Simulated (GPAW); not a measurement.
# Nb (Im-3m) in GPAW: reference runs

Reference runs on Nb: the cell as given and a disturbed copy.

Program: GPAW 26.7.0. These are calculated values, not measurements. Logs are shortened: lines on timing, memory, paths and dates and some standing lists are left out, and cuts for length are marked. The log counts tension as positive stress, the text compression.

## 1. The structure

The structure is cubic, space group Im-3m (No. 229). Conventional cell: a = 3.328 Å, b = 3.328 Å, c = 3.328 Å, α = 90.00°, β = 90.00°, γ = 90.00°. Nb (site symmetry m-3m) has 8 Nb at 2.88 Å as nearest neighbours.

## 2. Single point, PBEsol

The input, run.py:

```python
from ase import Atoms
from ase.dft.bandgap import bandgap
from ase.io import write
from ase.units import Bohr, GPa
from gpaw import GPAW, PW, setup_paths
from gpaw.elf import elf_from_dft_calculation

setup_paths.insert(0, '.')

atoms = Atoms(['Nb'],
              cell=[[-1.66395, 1.66395, 1.66395],
                    [1.66395, -1.66395, 1.66395],
                    [1.66395, 1.66395, -1.66395]],
              scaled_positions=[[0.0, 0.0, 0.0]],
              pbc=True)

calc = GPAW(mode=PW(600),
            xc='PBEsol',
            kpts={'size': (11, 11, 11), 'gamma': True},
            occupations={'name': 'fermi-dirac', 'width': 0.05},
            nbands=15,
            convergence={'density': 1e-05, 'energy': 1e-05},
            maxiter=150,
            txt='gpaw.txt')
atoms.calc = calc
energy = atoms.get_potential_energy()
forces = atoms.get_forces()
stress = atoms.get_stress()
calc.write('gs.gpw')
write('result.traj', atoms)
print(f'Energy: {energy:.6f} eV')
print('Forces (eV/A):')
print(forces.round(4))
print('Stress (GPa):', (stress / GPa).round(3))
print('Fermi level:', round(calc.get_fermi_level(), 4), 'eV')
print(f'Gap: {bandgap(calc)[0]:.4f} eV, direct: {bandgap(calc, direct=True)[0]:.4f} eV')

# fields on the real-space grid
write('density.cube', atoms, data=calc.get_pseudo_density() * Bohr**3)
write('potential.cube', atoms, data=calc.get_electrostatic_potential())
write('elf.cube', atoms, data=elf_from_dft_calculation(calc).data)
```

Potentials or basis: PAW data sets generated in the run's folder for this functional, pw.

Run with:

```console
> gpaw-setup -f PBEsol Nb
> OMP_NUM_THREADS=1 python run.py
```

gpaw.txt:

```text
__  _  _
 | _ |_)|_||  |
 |__||  | ||/\| - 26.7.0

Input parameters:
  mode=PW(ecut=600.0),
  convergence={'density': 1e-05, 'energy': 1e-05},
  kpts=MonkhorstPack(size=(11, 11, 11), gamma=True),
  maxiter=150,
  nbands=15,
  occupations=Occupations(name='fermi-dirac', width=0.05),
  xc=XC(name='PBEsol')

Diagonalizing LCAO Hamiltonian
Converting LCAO to pw mode

       Nb

Atoms  # Å, Bohr magnetons
|   | symbol |        x |        y |        z |    initial magnetic moments |
|---|--------|----------|----------|----------|-----------------------------|
| 0 |     Nb | 0.000000 | 0.000000 | 0.000000 | ( 0.0000,  0.0000,  0.0000) |

Unit cell  # Å
| periodic |         x |         y |         z |  lengths |     angles |
|----------|-----------|-----------|-----------|----------|------------|
|      yes | -1.663950 |  1.663950 |  1.663950 | 2.882046 | 109.471221 |
|      yes |  1.663950 | -1.663950 |  1.663950 | 2.882046 | 109.471221 |
|      yes |  1.663950 |  1.663950 | -1.663950 | 2.882046 | 109.471221 |

Number of symmetries: 48
Symmetry operations  # r_c * U_cc + t_c -> r_c
|    | kind |            matrix            |
|----|------|------------------------------|
|  0 |  σ   |  1, 1, 1,  0, 0,-1,  0,-1, 0 |
|  1 |  C4  |  1, 1, 1,  0, 0,-1, -1, 0, 0 |
|  2 |  C2  |  1, 1, 1,  0,-1, 0,  0, 0,-1 |
|  3 |  S6  |  1, 1, 1,  0,-1, 0, -1, 0, 0 |
|  4 |  S6  |  1, 1, 1, -1, 0, 0,  0, 0,-1 |
|  5 |  C4  |  1, 1, 1, -1, 0, 0,  0,-1, 0 |
|  6 |  E   |  1, 0, 0,  0, 1, 0,  0, 0, 1 |
|  7 |  σ   |  1, 0, 0,  0, 1, 0, -1,-1,-1 |
|  8 |  σ   |  1, 0, 0,  0, 0, 1,  0, 1, 0 |
|  9 |  C3  |  1, 0, 0,  0, 0, 1, -1,-1,-1 |
| 10 |  C3  |  1, 0, 0, -1,-1,-1,  0, 1, 0 |
| 11 |  σ   |  1, 0, 0, -1,-1,-1,  0, 0, 1 |
| 12 |  σ   |  0, 1, 0,  1, 0, 0,  0, 0, 1 |
| 13 |  C2  |  0, 1, 0,  1, 0, 0, -1,-1,-1 |
| 14 |  C3  |  0, 1, 0,  0, 0, 1,  1, 0, 0 |
| 15 |  S4  |  0, 1, 0,  0, 0, 1, -1,-1,-1 |
| 16 |  S4  |  0, 1, 0, -1,-1,-1,  1, 0, 0 |
| 17 |  C3  |  0, 1, 0, -1,-1,-1,  0, 0, 1 |
| 18 |  C3  |  0, 0, 1,  1, 0, 0,  0, 1, 0 |
| 19 |  S4  |  0, 0, 1,  1, 0, 0, -1,-1,-1 |
| 20 |  σ   |  0, 0, 1,  0, 1, 0,  1, 0, 0 |
| 21 |  C3  |  0, 0, 1,  0, 1, 0, -1,-1,-1 |
| 22 |  C2  |  0, 0, 1, -1,-1,-1,  1, 0, 0 |
| 23 |  S4  |  0, 0, 1, -1,-1,-1,  0, 1, 0 |
| 24 |  C4  |  0, 0,-1,  1, 1, 1,  0,-1, 0 |
| 25 |  σ   |  0, 0,-1,  1, 1, 1, -1, 0, 0 |
| 26 |  S6  |  0, 0,-1,  0,-1, 0,  1, 1, 1 |
| 27 |  C2  |  0, 0,-1,  0,-1, 0, -1, 0, 0 |
| 28 |  C4  |  0, 0,-1, -1, 0, 0,  1, 1, 1 |
| 29 |  S6  |  0, 0,-1, -1, 0, 0,  0,-1, 0 |
| 30 |  S6  |  0,-1, 0,  1, 1, 1,  0, 0,-1 |
| 31 |  C4  |  0,-1, 0,  1, 1, 1, -1, 0, 0 |
| 32 |  C4  |  0,-1, 0,  0, 0,-1,  1, 1, 1 |
| 33 |  S6  |  0,-1, 0,  0, 0,-1, -1, 0, 0 |
| 34 |  σ   |  0,-1, 0, -1, 0, 0,  1, 1, 1 |
| 35 |  C2  |  0,-1, 0, -1, 0, 0,  0, 0,-1 |
| 36 |  C2  | -1, 0, 0,  1, 1, 1,  0, 0,-1 |
| 37 |  S6  | -1, 0, 0,  1, 1, 1,  0,-1, 0 |
| 38 |  S6  | -1, 0, 0,  0, 0,-1,  1, 1, 1 |
| 39 |  C2  | -1, 0, 0,  0, 0,-1,  0,-1, 0 |
| 40 |  C2  | -1, 0, 0,  0,-1, 0,  1, 1, 1 |
| 41 |  i   | -1, 0, 0,  0,-1, 0,  0, 0,-1 |
| 42 |  S4  | -1,-1,-1,  1, 0, 0,  0, 1, 0 |
| 43 |  C3  | -1,-1,-1,  1, 0, 0,  0, 0, 1 |
| 44 |  C3  | -1,-1,-1,  0, 1, 0,  1, 0, 0 |
| 45 |  σ   | -1,-1,-1,  0, 1, 0,  0, 0, 1 |
| 46 |  S4  | -1,-1,-1,  0, 0, 1,  1, 0, 0 |
| 47 |  C2  | -1,-1,-1,  0, 0, 1,  0, 1, 0 |

BZ-sampling:
  Number of BZ points: 1331
  Number of IBZ points: 56

  Monkhorst-Pack size: [11, 11, 11]
  Monkhorst-Pack shift: [0, 0, 0]

K-points  # in reciprocal-cell coordinates
|     |                                coordinates |     weight |
|-----|--------------------------------------------|------------|
|   0 | (  0.00000000,   0.00000000,   0.00000000) | 0.00075131 |
|   1 | (  0.09090909,   0.00000000,   0.00000000) | 0.00901578 |
|   2 | (  0.09090909,   0.09090909,  -0.09090909) | 0.00450789 |
|   3 | (  0.18181818,   0.00000000,  -0.09090909) | 0.01803156 |
|   4 | (  0.18181818,   0.00000000,   0.00000000) | 0.00901578 |
|   5 | (  0.18181818,   0.09090909,  -0.09090909) | 0.01803156 |
|   6 | (  0.18181818,   0.18181818,  -0.18181818) | 0.00450789 |
|   7 | (  0.27272727,  -0.09090909,  -0.09090909) | 0.00601052 |
|   8 | (  0.27272727,   0.00000000,  -0.09090909) | 0.03606311 |
|   9 | (  0.27272727,   0.00000000,   0.00000000) | 0.00901578 |
| ... |                                            |            |
|  55 | (  0.45454545,   0.45454545,   0.45454545) | 0.00601052 |

Plane wave coefficients: 629
Cutoff: 600.0 eV

Spin-components: 1 (collinear spins)
Bands:           15
Projectors:      6
Spin-degeneracy: 2
Datatype:        complex128

Parallelization:
  kpt:    1
  domain: 1
  band:   1

Density:
  Valence electrons: 13.0
  Components: 1
  Grid points: [18 18 18]
  Charge: 0.0  # |e|

Potential:
  Grid points: [18 18 18]

species:
  Nb:
    name:    Niobium
    Z:       41.0
    valence: 13
    core:    28
    charge:  0.0  # [|e|]
    compensation charges:
      type: gauss
      rc: 0.40  # [Å]
      lmax: 2
    cutoffs:
      filter: 2.35  # [Å]
      core: 1.51  # [Å]
    projectors
    | kind |    occ | energy [eV] | rcut [Å] |
    |------|--------|-------------|----------|
    |   4s |  2.000 |     -58.318 |    1.323 |
    |   5s |  1.000 |      -4.011 |    1.323 |
    |   4p |  6.000 |     -34.497 |    1.323 |
    |   5p |  0.000 |      -1.086 |    1.323 |
    |   4d |  4.000 |      -3.056 |    1.244 |
    |    d |        |      24.155 |    1.244 |

    Using partial waves for Nb as LCAO basis

Reference energy: -103848.611998  # eV

eigensolver:
  PPCG
  Converge bands: occupied
  niter=2

density mixing:
  MSR1-Mixer
  Pratt-step length: 0.05
  Maximum mixing coefficient: 0.75
  Old densities: 10
  SVD Regularization: 0.005
  Good broyden scale: 1.0
  Trust region scale: 1.0
  Backstep threshold: 4.0
  History deletion threshold: 6.0
  Fourier metric: weight=20.0, sigma=0.015

occupation numbers:
  Fermi-Dirac:
    width: 0.0500  # eV

poisson solver:
  ecut: 4800.0  # eV

xc functional:
  name: PBEsol with 2 nearest neighbor stencil

convergence criteria:
- Maximum integral of absolute [dens]ity change: 1e-05 electrons / valence electron
- Maximum [total energy] change in last 3 cyles: 1e-05 eV / valence electron
- Maximum integral of absolute [eigenst]ate change: 4e-08 eV^2 / valence electron
maximum number of iterations: 150

SCF iterations
|iter     | |      energy | eigst |  dens |
|---------|-|-------------|-------|-------|
|iter:   1| |  -11.731568 | +0.01 |       |
|iter:   2| |  -11.615533 | -2.63 | -1.01 |
|iter:   3| |  -11.052747 | -1.51 | -1.04 |
|iter:   4| |  -11.050351 | -3.22 | -1.81 |
|iter:   5| |  -11.050367 | -4.23 | -2.16 |
|iter:   6| |  -11.050365c| -6.36 | -3.53 |
|iter:   7| |  -11.050367c| -7.60c| -3.99 |
|iter:   8| |  -11.050367c| -8.50c| -5.11c|

Converged in 8 steps
Energy contributions relative to reference atoms: (reference = -103848.611998)

Energy contributions:
  Kinetic:          -4.328012
  Coulomb:          -0.706315
  Zero:             -0.046556
  External:          0.000000
  Xc:               -5.962227
  Entropy:          -0.014514
  Spinorbit:         0.000000
  ----------------------------
  Free energy:     -11.057624
  Extrapolated:    -11.050367

dipole moment: (-6.102758, -6.102758, -6.102758)  # |e|*Ang

Fermi level: 10.851
Eigenvalues  # (at kpt = [0.000, 0.000, 0.000])
| band index |      eig [eV] | occ [0-2] |
|------------|---------------|-----------|
|          0 |       -43.426 |     2.000 |
|          1 |       -18.840 |     2.000 |
|          2 |       -18.840 |     2.000 |
|          3 |       -18.840 |     2.000 |
|          4 |         5.006 |     2.000 |
|          5 |        11.259 |     0.001 |
|          6 |        11.259 |     0.001 |
|          7 |        11.259 |     0.001 |
|          8 |        14.076 |     0.000 |
|          9 |        14.076 |     0.000 |
|         10 |        25.245 |     0.000 |
|         11 |        25.245 |     0.000 |
|         12 |        25.245 |     0.000 |
|        ... |               |           |
|         14 |        35.511 |     0.000 |

No gap
No difference between direct/indirect transitions

Forces  # eV/Ang
|       x |       y |        z |
|---------|---------|----------|
| 0.00000 | 0.00000 | -0.00000 |  # Nb   0

Stress tensor  # eV/Ang^3
|         x |         y |        z |
|-----------|-----------|----------|
|  0.052745 | -0.000000 | 0.000000 |
| -0.000000 |  0.052745 | 0.000000 |
|  0.000000 |  0.000000 | 0.052745 |

# Writing to gs.gpw (mode='')
```

stdout:

```text
Energy: -11.050367 eV
Forces (eV/A):
[[ 0.  0. -0.]]
Stress (GPa): [ 8.451  8.451  8.451  0.     0.    -0.   ]
Fermi level: 10.8512 eV
Gap: 0.0000 eV, direct: 0.0000 eV
```

Run time: 12 s. Hardware: 1 thread of Arm Neoverse V2, shared host; peak memory 0.14 GiB.

Results:

```
Free energy            : -11.0576 eV
Pressure               : -8.5 GPa
Band gap on the k mesh : none (metal or under the smearing width)
```

## 3. Single point, PBEsol (cell strained at random at fixed volume)

The input, run.py:

```python
from ase import Atoms
from ase.dft.bandgap import bandgap
from ase.io import write
from ase.units import GPa
from gpaw import GPAW, PW, setup_paths

setup_paths.insert(0, '.')

atoms = Atoms(['Nb'],
              cell=[[-1.654814, 1.661891, 1.663099],
                    [1.611888, -1.669776, 1.628058],
                    [1.702848, 1.717809, -1.670984]],
              scaled_positions=[[-0.002892, -0.007653, 0.005276]],
              pbc=True)

calc = GPAW(mode=PW(600),
            xc='PBEsol',
            kpts={'size': (11, 11, 11), 'gamma': True},
            occupations={'name': 'fermi-dirac', 'width': 0.05},
            nbands=15,
            convergence={'density': 1e-05, 'energy': 1e-05},
            maxiter=150,
            txt='gpaw.txt')
atoms.calc = calc
energy = atoms.get_potential_energy()
forces = atoms.get_forces()
stress = atoms.get_stress()
calc.write('gs.gpw')
write('result.traj', atoms)
print(f'Energy: {energy:.6f} eV')
print('Forces (eV/A):')
print(forces.round(4))
print('Stress (GPa):', (stress / GPa).round(3))
print('Fermi level:', round(calc.get_fermi_level(), 4), 'eV')
print(f'Gap: {bandgap(calc)[0]:.4f} eV, direct: {bandgap(calc, direct=True)[0]:.4f} eV')
```

Potentials or basis: PAW data sets generated in the run's folder for this functional, pw.

Run with:

```console
> gpaw-setup -f PBEsol Nb
> OMP_NUM_THREADS=1 python run.py
```

It took 1.8 min on 1 thread of Arm Neoverse V2, shared host; peak memory 0.3 GiB.

It converged, with:

```yaml
Free_energy: -11.0541 eV
Pressure: -8.5 GPa
Band_gap_on_the_k_mesh: none (metal or under the smearing width)
```

Stress tensor (GPa, compression positive):
```
-8.15 -0.67  0.41
-0.67 -9.97  0.21
 0.41  0.21 -7.50
```

Levels at points of the mesh, in eV from the Fermi level:
```csv
k point,band 5,band 6,band 7,band 8,band 9,band 10
"(0.00, 0.00, 0.00)",-5.86,0.10,0.35,0.72,3.07,3.41
```
